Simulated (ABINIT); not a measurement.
# InAs (Fm-3m) in ABINIT: a series of runs, part 2 of 2

ABINIT 10.8.3 (patched build). Earlier steps stand in the parts before.

### Step 3. Band structure, SCAN

The input, run.abi:

```
ndtset 2

pp_dirpath "./"
pseudos "In.GGA_PBE-JTH.xml, As.GGA_PBE-JTH.xml"

acell 3*1.0 Angstrom
rprim
     0.0000000000     2.8773040000     2.8773040000
     2.8773040000     0.0000000000     2.8773040000
     2.8773040000     2.8773040000     0.0000000000
ntypat 2
znucl 49 33
natom 2
typat 1 2
xred
     0.5000000000     0.5000000000     0.5000000000
     0.0000000000     0.0000000000     0.0000000000

ecut 26.0
pawecutdg 48.0

ixc -263267
usekden 1
pawxcdev 0

occopt 3
tsmear 0.05 eV

nstep 100

iomode 3
prtwf 0
prteig 0
prtebands 0
enunit 1
prtden1 1
prtkden1 1

kptopt1 1
ngkpt1 8 8 8
nshiftk1 1
shiftk1 0.0 0.0 0.0
nband1 18
tolvrs1 1.0e-7

iscf2 -2
getden2 1
getkden2 1
nband2 24
nbdbuf2 4
tolwfr2 1.0e-11
kptopt2 -9
ndivsm2 6
prteig2 1
kptbounds2
     0.0000000000     0.0000000000     0.0000000000
     0.5000000000     0.0000000000     0.5000000000
     0.5000000000     0.2500000000     0.7500000000
     0.3750000000     0.3750000000     0.7500000000
     0.0000000000     0.0000000000     0.0000000000
     0.5000000000     0.5000000000     0.5000000000
     0.6250000000     0.2500000000     0.6250000000
     0.5000000000     0.2500000000     0.7500000000
     0.5000000000     0.5000000000     0.5000000000
     0.3750000000     0.3750000000     0.7500000000
```

Potentials or basis: JTH PAW PBE v2.0.

Launch:

```sh
abinit run.abi > log 2>&1
```

run.abo:

```text
.Version 10.8.3 of ABINIT
 DATASET    1 : space group Fm -3 m (#225); Bravais cF (face-center cubic)
================================================================================
 Values of the parameters that define the memory need for DATASET  1.
     intxc =       0    ionmov =       0      iscf =      17    lmnmax =      18
     lnmax =       6     mgfft =      36  mpssoang =       3    mqgrid =    3001
     natom =       2  nloc_mem =       2    nspden =       1   nspinor =       1
    nsppol =       1      nsym =      48    n1xccc =       1    ntypat =       2
    occopt =       3   xclevel =       2
       mpw =        2051          nfft =       46656          nkpt =          29
 PAW method is used; the additional fine FFT grid is defined by:
   mgfftf=        48    nfftf =    110592
================================================================================
================================================================================

 DATASET    2 : space group Fm -3 m (#225); Bravais cF (face-center cubic)
================================================================================
 Values of the parameters that define the memory need for DATASET  2.
     intxc =       0    ionmov =       0      iscf =      -2    lmnmax =      18
[... 1217 lines left out ...]
  12.17120   12.55171   12.55171   14.03665   14.03665   15.77510   16.02747   17.21686
 kpt#   5, nband= 24, wtk=  1.00000, kpt=  0.1176  0.0000  0.1176 (reduced coord)
[... 381 lines left out ...]
  -9.43501   -9.41351   -5.02196   -0.68384    1.99192    4.09322    5.97190   10.96349
  11.03759   13.32463   14.22419   16.82591   17.24923   20.69479   21.84645   22.93227
 kpt# 101, nband= 24, wtk=  1.00000, kpt=  0.4000  0.4000  0.7000 (reduced coord)
 -30.70943  -30.70876  -30.69697  -30.69617  -30.69600   -9.69764   -9.52281   -9.47582
  -9.43071   -9.41109   -4.90606   -0.44620    1.53319    3.89472    5.68271   11.24522
  11.48530   13.34161   14.19299   16.86389   17.79581   20.83764   22.09333   22.93697
 kpt# 102, nband= 24, wtk=  1.00000, kpt=  0.3875  0.3875  0.7250 (reduced coord)
 -30.70950  -30.70873  -30.69706  -30.69609  -30.69594   -9.71626   -9.51622   -9.48053
  -9.42581   -9.40862   -4.81191   -0.19793    1.16720    3.72199    5.42257   11.28694
  11.89914   13.48138   14.17965   16.99747   18.38139   20.90059   22.11606   23.09593
 kpt# 103, nband= 24, wtk=  1.00000, kpt=  0.3750  0.3750  0.7500 (reduced coord)
 -30.70956  -30.70871  -30.69714  -30.69602  -30.69589   -9.73097   -9.51029   -9.48528
  -9.42113   -9.40631   -4.75381    0.01778    0.95207    3.57777    5.18973   11.14755
  12.26319   13.61707   14.30005   17.23896   18.78902   21.09074   21.86464   23.30159

== END DATASET(S) ==============================================================
================================================================================

 -outvars: echo values of variables after computation  --------
            acell      1.8897261259E+00  1.8897261259E+00  1.8897261259E+00 Bohr
           etotal1    -1.4629783703E+02
            fcart1    -0.0000000000E+00 -0.0000000000E+00 -0.0000000000E+00
                      -0.0000000000E+00 -0.0000000000E+00 -0.0000000000E+00
            rprim      0.0000000000E+00  2.8773040000E+00  2.8773040000E+00
                       2.8773040000E+00  0.0000000000E+00  2.8773040000E+00
                       2.8773040000E+00  2.8773040000E+00  0.0000000000E+00
           strten1     9.2448952511E-05  9.2448952511E-05  9.2448952511E-05
                       0.0000000000E+00  0.0000000000E+00  0.0000000000E+00
           xangst      2.8773040000E+00  2.8773040000E+00  2.8773040000E+00
                       0.0000000000E+00  0.0000000000E+00  0.0000000000E+00
             xred      5.0000000000E-01  5.0000000000E-01  5.0000000000E-01
                       0.0000000000E+00  0.0000000000E+00  0.0000000000E+00
 Calculation completed.
```

It took 8.2 min on 1 thread of Arm Neoverse V1, shared host; peak memory 0.2 GiB.

Results:

```yaml
Free_energy: -3980.9670 eV
Pressure: -2.7 GPa
Band_gap_on_the_k_mesh: none (metal or under the smearing width)
Valence_electrons_inside_the_program's_atomic_spheres: In 11.09; As 12.62
```

Levels at the corners of the path, in eV from the Fermi level:
| point | band 10 | band 11 | band 12 | band 13 | band 14 | band 15 | band 16 | band 17 | band 18 | band 19 |
| --- | --- | --- | --- | --- | --- | --- | --- | --- | --- | --- |
| Γ | -14.74 | -12.60 | -0.52 | -0.28 | -0.28 | -0.28 | 7.60 | 7.60 | 7.60 | 7.86 |
| X | -14.66 | -9.93 | -4.86 | -3.00 | -2.36 | -2.36 | 4.27 | 9.65 | 9.65 | 10.60 |
| W | -14.66 | -9.93 | -4.93 | -3.83 | -3.83 | 2.29 | 4.28 | 7.28 | 7.28 | 11.14 |
| K | -14.67 | -10.02 | -5.25 | -4.31 | -1.69 | -0.07 | 5.88 | 7.00 | 8.35 | 9.04 |
| Γ | -14.74 | -12.60 | -0.52 | -0.28 | -0.28 | -0.28 | 7.60 | 7.60 | 7.60 | 7.86 |
| L | -14.69 | -10.87 | -6.76 | 0.16 | 0.16 | 2.41 | 3.41 | 3.41 | 4.71 | 11.31 |
| U | -14.67 | -10.02 | -5.25 | -4.31 | -1.69 | -0.07 | 5.88 | 7.00 | 8.35 | 9.04 |
| W | -14.66 | -9.93 | -4.93 | -3.83 | -3.83 | 2.29 | 4.28 | 7.28 | 7.28 | 11.14 |
| L | -14.69 | -10.87 | -6.76 | 0.16 | 0.16 | 2.41 | 3.41 | 3.41 | 4.71 | 11.31 |
| K | -14.67 | -10.02 | -5.25 | -4.31 | -1.69 | -0.07 | 5.88 | 7.00 | 8.35 | 9.04 |

Caveat: the PAW data sets were made with another functional, which shifts forces and pressure a little; spin-orbit coupling is left out, which moves the levels of the heavy elements.

### Step 4. Band structure, TB-mBJ

run.abi: that of step 3 with these lines changed.

```diff
@@ -3,3 +3,3 @@
 pp_dirpath "./"
-pseudos "In.GGA_PBE-JTH.xml, As.GGA_PBE-JTH.xml"
+pseudos "In.hgh, As.hgh"
 
@@ -18,8 +18,6 @@
 
-ecut 26.0
-pawecutdg 48.0
+ecut 22.0
 
-ixc -263267
+ixc -208012
 usekden 1
-pawxcdev 0
 
@@ -29,2 +27,5 @@
 nstep 100
+diemix 0.3
+optforces 0
+optstress 0
 
@@ -42,4 +43,4 @@
 shiftk1 0.0 0.0 0.0
-nband1 18
-tolvrs1 1.0e-7
+nband1 8
+tolvrs1 1.0e-9
 
@@ -48,3 +49,3 @@
 getkden2 1
-nband2 24
+nband2 14
 nbdbuf2 4
```

Potentials or basis: HGH LDA.

Launch:

```sh
abinit run.abi > log 2>&1
```

Run time: 2.6 min. Hardware: 1 thread of Arm Neoverse V1, shared host; peak memory 0.1 GiB.

Results (log left out):

| Item | Value |
| --- | --- |
| Band gap on the k mesh | none (metal or under the smearing width) |
| Valence electrons inside the program's atomic spheres | In 0.58; As 2.38 |

Levels at the corners of the path, in eV from the Fermi level:
```tsv
point	band 2	band 3	band 4	band 5	band 6	band 7
Γ	-0.31	-0.17	-0.17	-0.17	7.20	7.20
X	-4.68	-2.72	-2.22	-2.22	4.00	9.50
W	-4.62	-3.70	-3.70	2.22	4.23	7.09
K	-4.95	-4.16	-1.62	-0.01	5.71	6.78
Γ	-0.31	-0.17	-0.17	-0.17	7.20	7.20
L	-6.44	0.06	0.06	2.44	3.39	3.39
U	-4.95	-4.16	-1.62	-0.01	5.71	6.78
W	-4.62	-3.70	-3.70	2.22	4.23	7.09
L	-6.44	0.06	0.06	2.44	3.39	3.39
K	-4.95	-4.16	-1.62	-0.01	5.71	6.78
```

Caveat: the constant c of TB-mBJ comes from the pseudo density here, which moves gaps by up to 0.3 eV between sets of potentials; the potentials were made for another functional, which shifts forces and pressure; spin-orbit coupling is left out, which moves the levels of the heavy elements; HGH potentials are hard and often keep d shells in the core, so these values are rough.
